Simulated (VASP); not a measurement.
# BN (F-43m) in VASP: a series of runs

Runs on BN. Level: LDA. Tasks: relaxation of cell and atoms, single point.

Program: VASP 6.6.1. These are calculated values, not measurements. Logs are shortened: lines on timing, memory, paths and dates and some standing lists are left out, and cuts for length are marked.

**Experimental background.**

From a printed reference work, monograph, for a bulk crystal of BN at 300 K: band gap 6.4 eV (indirect).

The runs below are set against these values where they give the same quantity.

## (1) The crystal as given

The structure is cubic, space group F-43m (No. 216). Conventional cell: a = 3.615 Å, b = 3.615 Å, c = 3.615 Å, α = 90.00°, β = 90.00°, γ = 90.00°. B (site symmetry -43m) has 4 N at 1.57 Å as nearest neighbours. Around N (site symmetry -43m) lie 4 B at 1.57 Å.

## (2) Relaxation of cell and atoms, LDA

The input, INCAR:

```
  ALGO = Fast
  EDIFF = 1E-7
  EDIFFG = -0.002
  ENCUT = 520
  IBRION = 2
  ISIF = 3
  ISMEAR = 0
  LASPH = T
  LCHARG = F
  LREAL = F
  LWAVE = F
  NELM = 80
  NSW = 80
  PREC = Accurate
  SIGMA = 0.02
```

The input, KPOINTS:

```
k-points
0
Gamma
  14 14 14
```

The input, POSCAR:

```
BN
1.0
    0.0000000000      1.8075000000      1.8075000000
    1.8075000000      0.0000000000      1.8075000000
    1.8075000000      1.8075000000      0.0000000000
B N
1 1
Direct
    0.0000000000      0.0000000000      0.0000000000
    0.2500000000      0.2500000000      0.2500000000
```

Potentials or basis: VASP PAW LDA potentials, release 64 (B, N).

Started as:

```
$ cat potpaw_LDA.64/B/POTCAR potpaw_LDA.64/N/POTCAR > POTCAR
$ mpirun -np 1 vasp_std > vasp.out
```

OUTCAR:

```text
EDIFF = 1E-7
   EDIFFG = -0.002
   ENCUT = 520
   IBRION = 2
   ISIF = 3
   ISMEAR = 0
   LASPH = T
   LREAL = F
   NELM = 80
   NSW = 80
   PREC = Accurate

 ion  position               nearest neighbor table
   1  0.000  0.000  0.000-   2 1.57   2 1.57   2 1.57   2 1.57
   2  0.250  0.250  0.250-   1 1.57   1 1.57   1 1.57   1 1.57

  LATTYP: Found a face centered cubic cell.
 ALAT       =     3.6150000000

  Lattice vectors:

 A1 = (   0.0000000000,   1.8075000000,   1.8075000000)
 A2 = (   1.8075000000,   0.0000000000,   1.8075000000)
 A3 = (   1.8075000000,   1.8075000000,   0.0000000000)

Analysis of symmetry for initial positions (statically):
=====================================================================
 Subroutine PRICEL returns:
 Original cell was already a primitive cell.

 Routine SETGRP: Setting up the symmetry group for a
 face centered cubic supercell.

 Subroutine GETGRP returns: Found 24 space group operations
 (whereof 24 operations were pure point group operations)
 out of a pool of 48 trial point group operations.

The static configuration has the point symmetry T_d .

Analysis of symmetry for dynamics (positions and initial velocities):
=====================================================================
 Subroutine PRICEL returns:
 Original cell was already a primitive cell.

 Routine SETGRP: Setting up the symmetry group for a
 face centered cubic supercell.

 Subroutine GETGRP returns: Found 24 space group operations
 (whereof 24 operations were pure point group operations)
 out of a pool of 48 trial point group operations.

The dynamic configuration has the point symmetry T_d .

 Subroutine INISYM returns: Found 24 space group operations
 (whereof 24 operations are pure point group operations),
 and found     1 'primitive' translations

----------------------------------------------------------------------------------------

                                     Primitive cell

  volume of cell :      11.8104

  direct lattice vectors                    reciprocal lattice vectors
     0.000000000  1.807500000  1.807500000    -0.276625173  0.276625173  0.276625173
     1.807500000  0.000000000  1.807500000     0.276625173 -0.276625173  0.276625173
     1.807500000  1.807500000  0.000000000     0.276625173  0.276625173 -0.276625173

  length of vectors
     2.556191014  2.556191014  2.556191014     0.479128854  0.479128854  0.479128854

  position of ions in fractional coordinates (direct lattice)
     0.000000000  0.000000000  0.000000000
     0.250000000  0.250000000  0.250000000

  ion indices of the primitive-cell ions
   primitive index   ion index
                 1           1
                 2           2

----------------------------------------------------------------------------------------

 KPOINTS: k-points

Automatic generation of k-mesh.
 Grid dimensions read from file:
 generate k-points for:   14   14   14

 Generating k-lattice:

  Cartesian coordinates                     Fractional coordinates (reciprocal lattice)
    -0.019758941  0.019758941  0.019758941     0.071428571  0.000000000  0.000000000
     0.019758941 -0.019758941  0.019758941     0.000000000  0.071428571  0.000000000
     0.019758941  0.019758941 -0.019758941     0.000000000  0.000000000  0.071428571

  Length of vectors
     0.034223490  0.034223490  0.034223490

  Shift w.r.t. Gamma in fractional coordinates (k-lattice)
     0.000000000  0.000000000  0.000000000

 Subroutine IBZKPT returns following result:
 ===========================================

 Found    104 irreducible k-points:

 Following reciprocal coordinates:
            Coordinates               Weight
  0.000000  0.000000  0.000000      1.000000
  0.071429  0.000000  0.000000      8.000000
  0.142857  0.000000  0.000000      8.000000
  0.214286  0.000000  0.000000      8.000000
  0.285714  0.000000  0.000000      8.000000
  0.357143  0.000000  0.000000      8.000000
[... 16 lines left out ...]
  0.214286  0.142857  0.000000     24.000000
  0.285714  0.142857  0.000000     24.000000
 [... further k-points ...]
   k-points           NKPTS =    104   k-points in BZ     NKDIM =    104   number of bands    NBANDS=      8
   number of dos      NEDOS =    301   number of ions     NIONS =      2
   total plane-waves  NPLWV =   8000
   dimension x,y,z NGX =    20 NGY =   20 NGZ =   20
   dimension x,y,z NGXF=    40 NGYF=   40 NGZF=   40
   ions per type =               1   1
   NGX,Y,Z   is equivalent  to a cutoff of  13.01, 13.01, 13.01 a.u.
   NGXF,Y,Z  is equivalent  to a cutoff of  26.01, 26.01, 26.01 a.u.
 SYSTEM =  unknown system
   PREC   = accura    normal or accurate (medium, high low for compatibility)
   ISTART =      0    job   : 0-new  1-cont  2-samecut
   ICHARG =      2    charge: 1-file 2-atom 10-const
   ISPIN  =      1    spin polarized calculation?
   LNONCOLLINEAR =      F non collinear calculations
   LSORBIT =      F    spin-orbit coupling
   LASPH  =      T    aspherical Exc in radial PAW
   ENCUT  =  520.0 eV  38.22 Ry    6.18 a.u.   4.75  4.75  4.75*2*pi/ulx,y,z
   NELM   =     80;   NELMIN=  2; NELMDL= -5     # of ELM steps
   EDIFF  = 0.1E-06   stopping-criterion for ELM
   LREAL  =      F    real-space projection
   EDIFFG = -.2E-02   stopping-criterion for IOM
   NSW    =     80    number of steps for IOM
   IBRION =      2    ionic relax: 0-MD 1-quasi-New 2-CG
   NFREE  =      1    steps in history (QN), initial steepest desc. (CG)
   ISIF   =      3    stress and relaxation
   ISYM   =      2    0-nonsym 1-usesym 2-fastsym
   POTIM  = 0.5000    time-step for ionic-motion
   TEBEG  =    0.0;   TEEND  =   0.0 temperature during run
   PSTRESS=    0.0 pullay stress
   NELECT =       8.0000    total number of electrons
   NUPDOWN=      -1.0000    fix difference up-down
   EMIN   =  10.00;   EMAX   =-10.00  energy-range for DOS
   EFERMI =   0.00;   METHOD = LEGACY
   ISMEAR =     0;   SIGMA  =   0.02  broadening in eV -4-tet -1-fermi 0-gaus
   EFERMI_NEDOS =   21; number of points for ismear=-14 and -15
   IALGO  =     68    algorithm
   IMIX   =      4    mixing-type and parameters
     AMIX     =   0.40;   BMIX     =  1.00
     AMIX_MAG =   1.60;   BMIX_MAG =  1.00
  volume/ion in A,a.u.               =       5.91        39.85
  Fermi-wavevector in a.u.,A,eV,Ry     =   1.437749  2.716952 28.124920  2.067123
  Thomas-Fermi vector in A             =   2.556793
   LORBIT       =      0    0 simple, 1 ext, 2 COOP (PROOUT), +10 PAW based schemes
   GGA     = CA    functional components
   LHFCALC =     F    Hartree Fock is set to
   AEXX    =    0.0000 exact exchange contribution
   IVDW    =     0    specifies the selected vdW correction
   LEPSILON=     F    determine dielectric tensor
   LRPA    =     F    only Hartree local field effects (RPA)
 conjugate gradient relaxation of ions
 non-spin polarized calculation
 RMM-DIIS sequential band-by-band and
 Gauss-broadening in eV      SIGMA  =   0.02
  energy-cutoff  :      520.00
  volume of cell :       11.81
 maximum number of plane-waves:       332
   NGX =  9   NGY =  9   NGZ =  9

--------------------------------------- Ionic step        1  -------------------------------------------

 number of electron       8.0000000 magnetization

 Free energy of the ion-electron system (eV)
  ---------------------------------------------------
  ext. energy  EPLUGINS =         0.00000000
  ---------------------------------------------------
  free energy    TOTEN  =       -19.40455307 eV

  energy without entropy =      -19.40455307  energy(sigma->0) =      -19.40455307

------------------------ aborting loop because EDIFF is reached ----------------------------------------

  FORCE on cell =-STRESS in cart. coord.  units (eV):
  Direction    XX          YY          ZZ          XY          YZ          ZX
  --------------------------------------------------------------------------------------
  -------------------------------------------------------------------------------------
  Total       -0.7438024     -0.7438024     -0.7438024      0.0000000      0.0000000      0.0000000
  in kB     -100.9028039   -100.9028039   -100.9028039      0.0000000      0.0000000      0.0000000
  external PRESSURE =    -100.9028039 kB  Pullay stress =       0.0000000 kB
[... 57 lines left out ...]
  energy  without entropy=      -19.4028835861  energy(sigma->0) =      -19.40288359

--------------------------------------- Ionic step        3  -------------------------------------------

 number of electron       7.9999999 magnetization

 Free energy of the ion-electron system (eV)
  ---------------------------------------------------
  ext. energy  EPLUGINS =         0.00000000
  ---------------------------------------------------
  free energy    TOTEN  =       -19.41439761 eV

  energy without entropy =      -19.41439761  energy(sigma->0) =      -19.41439761

 E-fermi :   7.8721     XC(G=0): -13.2309

 val. band max:        7.7195361919   @ k =   0.0000   0.0000   0.0000
 cond. band min:      12.0935050144   @ k =   0.5000   0.5000   0.0000
 fundamental gap:      4.3739688225
 Fermi energy:         7.8720580231

 k-point     1 :       0.0000    0.0000    0.0000
  band No.  band energies     occupation
      1     -12.6492      2.00000
      2       7.7195      2.00000
      3       7.7195      2.00000
      4       7.7195      2.00000
      5      16.5258      0.00000
      6      16.5258      0.00000
      7      16.5258      0.00000
      8      18.5869      0.00000
[... 243 lines left out ...]
 k-point    24 :       0.2857    0.1429    0.0000
  band No.  band energies     occupation
      1     -10.8356      2.00000
      2       2.6228      2.00000
      3       5.2935      2.00000
      4       5.8370      2.00000
      5      15.9873      0.00000
      6      19.5958      0.00000
      7      19.9365      0.00000
      8      20.7257      0.00000

 [... further k-points ...]

------------------------ aborting loop because EDIFF is reached ----------------------------------------

  FORCE on cell =-STRESS in cart. coord.  units (eV):
  Direction    XX          YY          ZZ          XY          YZ          ZX
  --------------------------------------------------------------------------------------
  -------------------------------------------------------------------------------------
  Total       -0.0035731     -0.0035731     -0.0035731      0.0000000     -0.0000000      0.0000000
  in kB       -0.4975550     -0.4975550     -0.4975550      0.0000000     -0.0000000      0.0000000
  external PRESSURE =      -0.4975550 kB  Pullay stress =       0.0000000 kB
[... 17 lines left out ...]
  FREE ENERGIE OF THE ION-ELECTRON SYSTEM (eV)
  ---------------------------------------------------
  free  energy   TOTEN  =       -19.4143976141 eV

  energy  without entropy=      -19.4143976141  energy(sigma->0) =      -19.41439761

 reached required accuracy - stopping structural energy minimisation
```

Wall time 20 s (1 thread of AMD EPYC 7R13 (Zen 3), shared host); peak memory 0.09 GiB.

Results:

* Free energy: -19.4144 eV
* Relaxed volume: 5.75 Å³/atom
* Relaxed cell: a = 2.534 Å, b = 2.534 Å, c = 2.534 Å, α = 60.00°, β = 60.00°, γ = 60.00°
* Space group after relaxing (to 0.05 Å): F-43m (No. 216)
* Energy gained by relaxing: 4.9 meV/atom
* Ionic steps: 3
* Pressure after relaxing: 0.0 GPa
* Band gap on the k mesh: 4.37 eV, indirect (least direct gap 8.81 eV)

The path:
| step | energy change (eV) | largest force (eV/Å) | pressure (GPa) | volume (Å³) |
| --- | --- | --- | --- | --- |
| 1 | 0.0000 | 0.0000 | -10.09 | 11.81 |
| 2 | 0.0017 | 0.0000 | 11.84 | 11.19 |
| 3 | -0.0098 | 0.0000 | -0.05 | 11.51 |

Final structure:
```cif
data_structure
_symmetry_space_group_name_H-M 'P 1'
_symmetry_Int_Tables_number 1
_cell_length_a 2.5340
_cell_length_b 2.5340
_cell_length_c 2.5340
_cell_angle_alpha 60.000
_cell_angle_beta 60.000
_cell_angle_gamma 60.000
_cell_volume 11.51
loop_
_atom_site_label
_atom_site_type_symbol
_atom_site_fract_x
_atom_site_fract_y
_atom_site_fract_z
_atom_site_occupancy
B1 B 0.00000 0.00000 0.00000 1
N1 N 0.25000 0.25000 0.25000 1
```

## (3) Relaxation of cell and atoms, LDA

This run uses another cell than the first one, of 5.75 Å³/atom, 0.974 times its volume.

INCAR is that of step 2.

KPOINTS is that of step 2.

The input, POSCAR:

```
BN                                      
1.0
    0.0000000000      1.7918188094      1.7918188094
    1.7918188094      0.0000000000      1.7918188094
    1.7918188094      1.7918188094      0.0000000000
  B               N             
     1     1
Direct
     0.0000000000000000    0.0000000000000000    0.0000000000000000
     0.2500000000000000    0.2500000000000000    0.2500000000000000
```

Potentials or basis: VASP PAW LDA potentials, release 64 (B, N).

Started as:

```
$ cat potpaw_LDA.64/B/POTCAR potpaw_LDA.64/N/POTCAR > POTCAR
$ mpirun -np 1 vasp_std > vasp.out
```

Run time: 9.6 s. Hardware: 1 thread of AMD EPYC 7R13 (Zen 3), shared host; peak memory 0.09 GiB.

Results (log left out):

```yaml
Free_energy: -19.4139 eV
Pressure_after_relaxing: -0.1 GPa
Band_gap_on_the_k_mesh: 4.37 eV, indirect (least direct gap 8.81 eV)
```

Final structure:
```cif
data_structure
_symmetry_space_group_name_H-M 'P 1'
_symmetry_Int_Tables_number 1
_cell_length_a 2.5340
_cell_length_b 2.5340
_cell_length_c 2.5340
_cell_angle_alpha 60.000
_cell_angle_beta 60.000
_cell_angle_gamma 60.000
_cell_volume 11.51
loop_
_atom_site_label
_atom_site_type_symbol
_atom_site_fract_x
_atom_site_fract_y
_atom_site_fract_z
_atom_site_occupancy
B1 B 0.00000 0.00000 0.00000 1
N1 N 0.25000 0.25000 0.25000 1
```

Levels at points of the mesh, in eV from the valence-band top:
```tsv
k point	band 1	band 2	band 3	band 4	band 5	band 6	band 7	band 8
(0.00, 0.00, 0.00)	-20.37	0.00	0.00	0.00	8.81	8.81	8.81	10.87
(0.50, 0.00, 0.00)	-15.96	-10.95	-2.00	-2.00	10.55	10.71	10.71	15.28
(0.50, 0.50, 0.00)	-14.55	-9.06	-5.06	-5.06	4.37	9.29	18.10	18.10
```

Caveat: the relaxation stopped at its first step, so nothing moved. A k mesh can miss the band edges.

[end of part 1 of 2]
